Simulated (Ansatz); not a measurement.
**ZnAu: moving Au off its site**

ZnAu, Pm-3m, a = 3.147 Å (as given, not relaxed at this level: 4.8 GPa). The structure is a COD entry; whether it is the stable form wasn't checked. Ansatz: PBE, PAW, 420 eV, Γ-centred 16×16×16 mesh on 2 atoms, Gaussian smearing 0.15 eV; no spin polarisation.

```yaml
crystal:
  lattice:
    - [3.14700, 0.00000, 0.00000]
    - [0.00000, 3.14700, 0.00000]
    - [0.00000, 0.00000, 3.14700]
  atoms:
    - { symbol: Zn, position: [0.50000, 0.50000, 0.50000] }
    - { symbol: Au, position: [0.00000, 0.00000, 0.00000] }
```

Atom 2 (Au) moves by x along the unit vector (0.707, -0.707, 0.000), with its periodic images; all else is held. y is the free energy of the cell over the start, F the force along the path summed over the moved atoms. Symmetry makes y even in x.

| x (Å) | y (meV) | F (eV/Å) |
| --- | --- | --- |
| -0.3000 | ? | ? |
| -0.1500 | 43.6 | 0.60 |
| 0.0000 | 0.0 | 0.00 |
| 0.0375 | 2.6 | -0.14 |
| 0.0750 | 10.6 | -0.29 |
| 0.1125 | 24.2 | -0.44 |
| 0.1875 | 69.4 | -0.78 |
| 0.2250 | 102.1 | -0.97 |
| 0.2625 | 142.4 | -1.18 |

Task: Fit y = c2 x² + c4 x⁴ to the energies of the other rows, give the force constant, and predict energy and force of the missing row.

Result: Least squares on the rows shown. y = 1876.7 x² + 2759.0 x⁴. The force constant is 2 c2 = 3.75 eV/Å², for the cell as given, at 4.8 GPa (for all images moving together, not for a lone atom). With two atoms in a cubic cell this is the optical mode at Γ (in a metal it hangs on mesh and smearing): ω = 521.5 √(2 c2/μ) = 144 cm⁻¹ for μ = 49.09 u. The force −dy/dx at the missing row is 1.42 eV/Å (computed 1.42). At x = -0.3000 the fit asked for gives 191.3 meV. The run gave 191.1 meV, so the fit is 0.2 meV too high, a small miss on the scale of the series.

Spin–orbit coupling is left out, which can shift energies with elements as heavy as these.